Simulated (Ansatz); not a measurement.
Here is an Ansatz 0.2.0 calculation.

Contents of input.yaml:

```yaml
crystal:
  lattice:
    - [-1.655654, 1.655654, 1.655654]
    - [1.655654, -1.655654, 1.655654]
    - [1.655654, 1.655654, -1.655654]
  atoms:
    - { symbol: Ag, position: [0.0, 0.0, 0.0] }
hamiltonian:
  xc: revpbe
  pseudopotentials: { kind: paw }
kpoints:
  mp_grid: { grid: [11, 11, 11] }
scf:
  occupations: { method: fermi_dirac, width: 0.05 }
output:
  forces: true
  stress: true
  eigenvalues: true
relax:
  f_tol: 0.01
  max_steps: 40
  cell: { stress_tol: 0.05 }
```

Potentials or basis: Ansatz PAW.

The run is started by

```console
$ ansatz run input.yaml --threads 2 --pin off --max-ram 5632MiB --backend cpu --events-out ev --progress --plain --runs-dir out
```

Predict the space group after relaxing (to 0.05 Å).

Im-3m (No. 229).

What does it give for the relaxed cell?

a = 2.890 Å, b = 2.890 Å, c = 2.890 Å, α = 109.47°, β = 109.47°, γ = 109.47°.

Predict the band gap on the k mesh.

none (metal or under the smearing width).

What does it give for the relaxed volume?

18.58 Å³/atom.

The path:
```
step  energy change (eV)  largest force (eV/Å)  volume (Å³)
   1              0.0000                0.0000        18.15
   2             -0.0013                0.0000        18.85
   3             -0.0023                0.0000        18.60
   4             -0.0023                0.0000        18.58
   5             -0.0025                0.0000        18.58
```

Caveat: the plane-wave basis is chosen anew once the cell has moved, so the energies of steps on either side of that aren't comparable; the PAW data sets come from PBE, with cores solved anew for the run's functional, which leaves a small shift of forces and pressure.
